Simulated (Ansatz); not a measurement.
**Clamped-ion strain scan in P**

Method: DFT PBEsol+D3(BJ), scalar-relativistic, plane waves, PAW in Ansatz. Cutoff 420 eV, Γ-centred 24×24×24 k-points, Gaussian smearing of 0.15 eV. No spin polarisation. Energies are free energies at this smearing, counted from the undisturbed cell; pressure is positive in compression.

Zero of the scan (relaxed at this level; this simple cubic form isn't the usual structure):

```xyz
1
Lattice="2.3905 0.0000 0.0000 0.0000 2.3905 0.0000 0.0000 0.0000 2.3906" Properties=species:S:1:pos:R:3 pbc="T T T"
P     0.0000    0.0000    0.0000
```

The cell is strained by ε times the Voigt pattern (0, 0, 0, 0, 0, 1) (xx, yy, zz, yz, xz, xy; engineering shear) with fractional coordinates fixed. The cell is metallic on the mesh throughout.

| ε | ΔE (meV/atom) | stress summed along the pattern (GPa, tension positive) | pressure (GPa) |
| --- | --- | --- | --- |
| -0.1500 | 65.8 | -10.27 | 0.4 |
| -0.0750 | 15.3 | -5.09 | 0.1 |
| 0.0000 | 0.0 | 0.00 | 0.0 |
| 0.0187 | 0.9 | 1.07 | 0.1 |
| 0.0375 | 3.5 | 2.28 | 0.1 |
| 0.0562 | 8.3 | 3.72 | 0.1 |
| 0.0937 | 24.6 | 6.54 | 0.1 |
| 0.1125 | 36.3 | 8.01 | 0.2 |
| 0.1312 | 50.1 | 9.22 | 0.3 |

By symmetry 0.1500 repeats -0.1500, -0.1125 repeats 0.1125, 0.0750 repeats -0.0750, -0.0375 repeats 0.0375 in energy, with the opposite slope along the path.

Cost: 9 runs of about 1.3 core-minutes in all, on Intel Xeon Platinum 8488C (Sapphire Rapids) (shared hosts).